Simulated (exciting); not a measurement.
# Sr (Im-3m) in exciting: reference runs

Aim: a first look at Sr with PBEsol, on the cell as given.

All numbers are computed with exciting (release sodium); they aren't measurements. Logs are shortened: lines on timing, memory, paths and dates and some standing lists are left out, and cuts for length are marked.

### 1 Starting point

Symmetry: Im-3m, No. 229, cubic system. The conventional cell has a = 4.870 Å, b = 4.870 Å, c = 4.870 Å, α = 90.00°, β = 90.00°, γ = 90.00°. Around Sr (site symmetry m-3m) lie 8 Sr at 4.22 Å.

This isn't the form of Sr at room conditions, which is fcc.

### 2 Single point, PBEsol

Contents of input.xml:

```xml
<input>
  <title>Sr</title>
  <structure speciespath="./" tshift="false">
    <crystal scale="1">
      <basevect>-4.601483113464 4.601483113464 4.601483113464</basevect>
      <basevect>4.601483113464 -4.601483113464 4.601483113464</basevect>
      <basevect>4.601483113464 4.601483113464 -4.601483113464</basevect>
    </crystal>
    <species speciesfile="Sr.xml" rmt="2.3">
      <atom coord="0.000000000000 0.000000000000 0.000000000000"/>
    </species>
  </structure>
  <groundstate do="fromscratch" ngridk="8 8 8" rgkmax="9" gmaxvr="14" lmaxapw="10" lmaxmat="10" lmaxvr="8" xctype="GGA_PBE_SOL" stype="Fermi Dirac" swidth="0.00183747" nempty="8" ValenceRelativity="iora*" epsengy="1e-05" epspot="1e-05" maxscl="60" tforce="true" outputlevel="normal"/>
</input>
```

Potentials or basis: all-electron LAPW+lo, shipped species files, valence relativity iora*.

Run with:

```sh
$ OMP_NUM_THREADS=1 exciting_smp
```

INFO.OUT:

```text
================================================================================
EXCITING SODIUM started
[... 10 lines left out ...]

 Lattice vectors (cartesian) :
     -4.6014831135      4.6014831135      4.6014831135
      4.6014831135     -4.6014831135      4.6014831135
      4.6014831135      4.6014831135     -4.6014831135

 Reciprocal lattice vectors (cartesian) :
      0.0000000000      0.6827348001      0.6827348001
      0.6827348001      0.0000000000      0.6827348001
      0.6827348001      0.6827348001      0.0000000000

 Unit cell volume                           :     389.7207136032
 Brillouin zone volume                      :       0.6364819851

 Species :    1 (Sr)
     parameters loaded from                 :    Sr.xml
     name                                   :    strontium
     nuclear charge                         :     -38.00000000
     electronic charge                      :      38.00000000
     atomic mass                            :  159721.48900000
     muffin-tin radius                      :       2.30000000
     # of radial points in muffin-tin       :     400

     atomic positions (lattice) :
       1 :   0.00000000  0.00000000  0.00000000

 Total number of atoms per unit cell        :       1

 Spin treatment                             :    spin-unpolarised

 Number of Bravais lattice symmetries       :      48
 Number of crystal symmetries               :      48

 k-point grid                               :       8    8    8
 Total number of k-points                   :      29
 k-point set is reduced with crystal symmetries

 R^MT_min * |G+k|_max (rgkmax)              :       9.00000000
 Species with R^MT_min                      :       1 (Sr)
 Maximum |G+k| for APW functions            :       3.91304348
 Maximum |G| for potential and density      :      14.00000000

 G-vector grid sizes                        :      36    36    36
 Total number of G-vectors                  :   18053

 Maximum angular momentum used for
     APW functions                          :      10
     computing H and O matrix elements      :      10
     potential and density                  :       8
     inner part of muffin-tin               :       2

 Total nuclear charge                       :     -38.00000000
 Total electronic charge                    :      38.00000000
 Total core charge                          :      28.00000000
 Total valence charge                       :      10.00000000

 Number of empty states                     :       8
 Total number of valence states             :      14

 Maximum Hamiltonian size                   :     428
 Maximum number of plane-waves              :     420
 Total number of local-orbitals             :       8

 Exchange-correlation type                  :      22
     PBEsol, Phys. Rev. Lett. 100, 136406 (2008)
     Generalised gradient approximation (GGA)

[... 20 lines left out ...]
+ SCF iteration number :    1                                                  +
++++++++++++++++++++++++++++++++++++++++++++++++++++++++++++++++++++++++++++++++
 Total energy                               :     -3177.98341574
 _______________________________________________________________
 Fermi energy                               :         0.12145131
 Kinetic energy                             :      3272.88451169
 Coulomb energy                             :     -6347.64111153
 Exchange energy                            :      -101.08005208
 Correlation energy                         :        -2.14676381

 DOS at Fermi energy (states/Ha/cell)       :        28.76744664

 Electron charges :
     core                                   :        28.00000000
     core leakage                           :         0.00017868
     valence                                :        10.00000000
     interstitial                           :         2.57644188
     charge in muffin-tin spheres :
                  atom     1    Sr          :        35.42355812
     total charge in muffin-tins            :        35.42355812
     total charge                           :        38.00000000

++++++++++++++++++++++++++++++++++++++++++++++++++++++++++++++++++++++++++++++++
+ SCF iteration number :    2                                                  +
++++++++++++++++++++++++++++++++++++++++++++++++++++++++++++++++++++++++++++++++
 Total energy                               :     -3178.01641316
 _______________________________________________________________
 Fermi energy                               :         0.12302706
 Kinetic energy                             :      3272.85446887
 Coulomb energy                             :     -6347.64235980
 Exchange energy                            :      -101.08170028
 Correlation energy                         :        -2.14682196

 DOS at Fermi energy (states/Ha/cell)       :        28.78419262

 Electron charges :
     core                                   :        28.00000000
     core leakage                           :         0.00017843
     valence                                :        10.00000000
     interstitial                           :         2.57419029
     charge in muffin-tin spheres :
                  atom     1    Sr          :        35.42580971
     total charge in muffin-tins            :        35.42580971
     total charge                           :        38.00000000

 RMS change in effective potential (target) :  0.423790E-01  ( 0.100000E-04)
 Absolute change in total energy   (target) :  0.329974E-01  ( 0.100000E-04)
 Charge distance                   (target) :  0.161754E-03  ( 0.100000E-04)
 Abs. change in max-nonIBS-force   (target) :   0.00000      ( 0.500000E-04)

++++++++++++++++++++++++++++++++++++++++++++++++++++++++++++++++++++++++++++++++
+ SCF iteration number :    3                                                  +
++++++++++++++++++++++++++++++++++++++++++++++++++++++++++++++++++++++++++++++++
 Total energy                               :     -3178.02660130
 _______________________________________________________________
 Fermi energy                               :         0.12436027
 Kinetic energy                             :      3272.84217380
 Coulomb energy                             :     -6347.63913583
 Exchange energy                            :      -101.08277492
 Correlation energy                         :        -2.14686435

 DOS at Fermi energy (states/Ha/cell)       :        28.81462786

 Electron charges :
     core                                   :        28.00000000
     core leakage                           :         0.00017826
     valence                                :        10.00000000
     interstitial                           :         2.57255963
     charge in muffin-tin spheres :
                  atom     1    Sr          :        35.42744037
     total charge in muffin-tins            :        35.42744037
     total charge                           :        38.00000000
[... 185 lines left out ...]
 DOS at Fermi energy (states/Ha/cell)       :        29.02688536

 Electron charges :
     core                                   :        28.00000000
     core leakage                           :         0.00017804
     valence                                :        10.00000000
     interstitial                           :         2.56951029
     charge in muffin-tin spheres :
                  atom     1    Sr          :        35.43048971
     total charge in muffin-tins            :        35.43048971
     total charge                           :        38.00000000

 RMS change in effective potential (target) :  0.317203E-08  ( 0.100000E-04)
 Absolute change in total energy   (target) :  0.597642E-05  ( 0.100000E-04)
 Charge distance                   (target) :  0.535002E-08  ( 0.100000E-04)
 Abs. change in max-nonIBS-force   (target) :   0.00000      ( 0.500000E-04)

++++++++++++++++++++++++++++++++++++++++++++++++++++++++++++++++++++++++++++++++
+ SCF iteration number :   11                                                  +
++++++++++++++++++++++++++++++++++++++++++++++++++++++++++++++++++++++++++++++++
 Total energy                               :     -3177.93959269
 _______________________________________________________________
 Fermi energy                               :         0.12821016
 Kinetic energy                             :      3272.89052197
 Coulomb energy                             :     -6347.59971400
 Exchange energy                            :      -101.08345980
 Correlation energy                         :        -2.14694085

 DOS at Fermi energy (states/Ha/cell)       :        29.02688641

 Electron charges :
     core                                   :        28.00000000
     core leakage                           :         0.00017804
     valence                                :        10.00000000
     interstitial                           :         2.56951030
     charge in muffin-tin spheres :
                  atom     1    Sr          :        35.43048970
     total charge in muffin-tins            :        35.43048970
     total charge                           :        38.00000000

 RMS change in effective potential (target) :  0.199489E-08  ( 0.100000E-04)
 Absolute change in total energy   (target) :  0.509531E-06  ( 0.100000E-04)
 Charge distance                   (target) :  0.912417E-09  ( 0.100000E-04)
 Abs. change in max-nonIBS-force   (target) :   0.00000      ( 0.500000E-04)

++++++++++++++++++++++++++++++++++++++++++++++++++++++++++++++++++++++++++++++++
| Convergency criteria checked for the last 2 iterations                       +
| Convergence targets achieved. Performing final SCF iteration                 +
++++++++++++++++++++++++++++++++++++++++++++++++++++++++++++++++++++++++++++++++
 Total energy                               :     -3177.93959309
 _______________________________________________________________
 Fermi energy                               :         0.12821016
 Kinetic energy                             :      3272.89052180
 Coulomb energy                             :     -6347.59971421
 Exchange energy                            :      -101.08345982
 Correlation energy                         :        -2.14694085

 DOS at Fermi energy (states/Ha/cell)       :        29.02688618

 Electron charges :
     core                                   :        28.00000000
     core leakage                           :         0.00017804
     valence                                :        10.00000000
     interstitial                           :         2.56951029
     charge in muffin-tin spheres :
                  atom     1    Sr          :        35.43048971
     total charge in muffin-tins            :        35.43048971
     total charge                           :        38.00000000

++++++++++++++++++++++++++++++++++++++++++++++++++++++++++++++++++++++++++++++++
+ Self-consistent loop stopped                                                 +
++++++++++++++++++++++++++++++++++++++++++++++++++++++++++++++++++++++++++++++++
 STATE.OUT is written

--------------------------------------------------------------------------------
- Writing atomic positions and forces                                          -
--------------------------------------------------------------------------------

 Atomic positions (lattice) :
 atom     1  Sr  :     0.00000000    0.00000000    0.00000000

 Total atomic forces including IBS (cartesian) :
 atom     1  Sr  :     0.00000000    0.00000000    0.00000000

 Atomic force components including IBS (cartesian) :
 atom     1  Sr  :     0.00000000    0.00000000    0.00000000   HF force
                 :     0.00000000    0.00000000    0.00000000   core correction
                 :     0.00000000    0.00000000    0.00000000   IBS correction

********************************************************************************
[... 7 lines left out ...]
| EXCITING SODIUM stopped                                                      =
================================================================================
```

Run time: 28 s. Hardware: 1 thread of Intel Xeon 6975P-C (Granite Rapids), shared host; peak memory 0.12 GiB.

Results:

| Quantity | Value |
| --- | --- |
| Free energy | -86476.1511 eV |
| Band gap on the k mesh | none (metal or under the smearing width) |
| All electrons inside the program's atomic spheres | Sr 35.43 (radii Sr 2.3 bohr) |

Levels at points of the mesh, in eV from the Fermi level:
```
           k point  band 3  band 4  band 5  band 6  band 7  band 8
(0.00, 0.00, 0.00)  -18.53  -18.53   -3.58    2.30    2.30    2.30
(0.50, 0.00, 0.00)  -18.59  -18.53   -0.99    0.16    1.20    3.37
(0.50, 0.50, 0.50)  -18.65  -18.65   -0.07   -0.07    3.38    3.38
```

Caveat: the log's total energy holds no entropy term; the free energy is that total less TS from the occupations; the cell was measured hot, at 901 K.
